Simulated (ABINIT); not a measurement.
Runs of ABINIT 10.8.3 (patched build) on SnSe2. Symmetry: P-3m1, No. 164, trigonal system. The conventional cell has a = 3.811 Å, b = 3.811 Å, c = 6.136 Å, α = 90.00°, β = 90.00°, γ = 120.00°. Sn (site symmetry -3m) has 6 Se at 2.68 Å as nearest neighbours. Se (site symmetry 3m) has 3 Sn at 2.68 Å as nearest neighbours. 

```csv
task,level,potentials or basis,k mesh,mesh quality,gap on the mesh (eV),largest force (eV/Å)
single point,PBEsol,JTH PAW PBE v2.0,5 × 5 × 3,not flagged,0.72,0.56
band structure,PBEsol,JTH PAW PBE v2.0,8 × 8 × 5,not flagged,(c),0.61
band structure,PBEsol,JTH PAW PBE v2.0 sp,8 × 8 × 5,not flagged,0.71,0.66
band structure,BP86,JTH PAW PBE v2.0,8 × 8 × 5,not flagged,0.78,(a)
single point,PBEsol,JTH PAW PBE v2.0,3 × 3 × 2,coarse,(b),0.50
band structure,BLYP,JTH PAW PBE v2.0,8 × 8 × 5,not flagged,0.79,1.06
single point,LDA,JTH PAW LDA v2.0,3 × 3 × 2,coarse,0.85,0.37
band structure,RPBE,JTH PAW PBE v2.0 sp,8 × 8 × 5,not flagged,0.84,0.87
```

Alike in all rows: no spin polarisation; cell as given; cutoff (eV) 408; smearing fermi-dirac 0.05 eV.

Estimate the missing entries.

(a) 0.83; (b) 0.98; (c) 0.74.

Caveats: some runs use coarse meshes; spin-orbit coupling is left out, which moves the levels of the heavy elements; an odd mesh through Γ misses points on the zone boundary, where band edges often lie; the PAW data sets were made with another functional, which shifts forces and pressure a little (some runs); this set keeps more shells in the core, which shifts pressures and gaps (some runs).

A k mesh can miss the band edges, and the runs leave out spin-orbit coupling on Se, Sn.

The runs don't all hold the same shells in valence.

Runs at the PBE level aren't shown here.
